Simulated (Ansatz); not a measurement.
ZrO$_{2}$ (tetragonal-ZrO2 type, space group P4_2/nmc)

```
ZrO2
1.0
    7.24164     0.00000     0.00000
    3.62082     3.62082     0.00000
    0.00000     0.00000     5.28425
Zr O
4 8
Direct
  0.00000   0.00000   0.00000
  0.50000   0.00000   0.00000
  0.00000   0.50000   0.50000
  0.50000   0.50000   0.50000
  0.75000   0.50000   0.19251
  0.25000   0.50000   0.19251
  0.75000   0.50000   0.69251
  0.25000   0.50000   0.69251
  0.25000   0.00000   0.30749
  0.75000   0.00000   0.30749
  0.25000   0.00000   0.80749
  0.75000   0.00000   0.80749
```

A phonon eigenvector at M = (0.5, 0.5, 0.0) is frozen into this cell: atom i moves by Q times the vector below, so Q is the largest atomic displacement, in Å. The cell is held. It is one choice among 2 degenerate patterns. (q is in reciprocal vectors of the primitive cell; the cell shown is doubled to hold the pattern.)

| atom | x | y | z |
|---|---|---|---|
| Zr1 | 0.000 | 0.000 | -0.401 |
| Zr2 | 0.000 | 0.000 | 0.401 |
| Zr3 | 0.000 | 0.000 | 1.000 |
| Zr4 | 0.000 | 0.000 | -1.000 |
| O5 | -0.959 | -0.210 | 0.000 |
| O6 | 0.959 | 0.210 | 0.000 |
| O7 | -0.525 | -0.384 | 0.000 |
| O8 | 0.525 | 0.384 | 0.000 |
| O9 | 0.384 | 0.525 | 0.000 |
| O10 | -0.384 | -0.525 | 0.000 |
| O11 | 0.210 | 0.959 | 0.000 |
| O12 | -0.210 | -0.959 | 0.000 |

The numbers are results of PBE (plane waves to 420 eV, PAW, scalar-relativistic; Ansatz, an electronic-structure program), not measurements. k mesh 9×9×6 (Γ-centred), Fermi-Dirac smearing 0.05 eV. Energies are smeared free energies. The PAW data are Ansatz's earlier set. This is a high-temperature form of ZrO2. ZrO2 is run without spin polarisation. ZrO2 was relaxed with its symmetry unable to fall. ΔE is measured from the undisplaced structure.

```csv
Q (Å),ΔE (meV/cell)
-0.180,196.8
-0.150,withheld
-0.120,72.0
-0.090,37.6
-0.060,15.8
-0.030,3.8
0.000,0.0
0.030,3.8
0.060,15.8
0.090,37.6
0.120,72.0
0.150,withheld
0.180,196.8
```

Fit an even polynomial form (powers 2, 4) to the given rows and predict ΔE at Q = -0.150.

Least squares on the 11 given rows: ΔE = (4152)·Q² + (59300)·Q⁴, in meV/cell with Q in Å; root-mean-square residual 0.06 meV/cell. At -0.150 the fit gives 123.4 meV/cell; the calculation gives 123.2 meV/cell, so the interpolation is off by 0.2 (+0.2 %). The quadratic term alone would give 93.4 meV/cell.

(A displaced cell: forces are minus the slopes of the energy, force constants its curvatures, and phonons follow from these.)
